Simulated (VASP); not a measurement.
Input of a VASP 6.6.1 run:

Contents of INCAR:

```
SYSTEM = Nd
  PREC = Accurate
  ENCUT = 600
  EDIFF = 1E-6
  ISMEAR = -1
  SIGMA = 0.05
  LREAL = .False.
  LASPH = .True.
  NELM = 100
  ALGO = Normal
  ISIF = 3
  LWAVE = .False.
  LCHARG = .False.
  ISPIN = 2
  MAGMOM = 3
  LORBIT = 11
  LMAXMIX = 6
  GGA = PE
  IBRION = 2
  NSW = 60
  EDIFFG = -0.02
```

File KPOINTS:

```
Automatic mesh
0
Gamma
  7 7 7
  0 0 0
```

File POSCAR:

```
Nd
1.0
   -2.0754700287      2.0754700287      2.0754700287
    2.0754700287     -2.0754700287      2.0754700287
    2.0754700287      2.0754700287     -2.0754700287
Nd
1
Direct
    0.0000000000      0.0000000000      0.0000000000
```

Potentials or basis: VASP PAW PBE potentials, release 64 (Nd).

The run is started by

```bash
$ cat potpaw_PBE.64/Nd/POTCAR > POTCAR
$ mpirun -np 1 vasp_std > vasp.out
```

Q: What does it give for the site moments?

A: Nd +3.31 μB.

Q: Predict the relaxed cell.

A: a = 3.618 Å, b = 3.618 Å, c = 3.618 Å, α = 109.47°, β = 109.47°, γ = 109.47°.

Q: Estimate the space group after relaxing (to 0.05 Å).

A: Im-3m (No. 229).

The path:
| step | energy change (eV) | largest force (eV/Å) | pressure (GPa) | volume (Å³) |
| --- | --- | --- | --- | --- |
| 1 | 0.0000 | 0.0000 | 0.38 | 35.76 |
| 2 | -0.0006 | 0.0000 | 0.14 | 36.20 |
| 3 | -0.0008 | 0.0000 | -0.07 | 36.47 |

Caveat: the magnetic or orbital state may not be the lowest. The state reached can hang on the start; a lower one may exist.
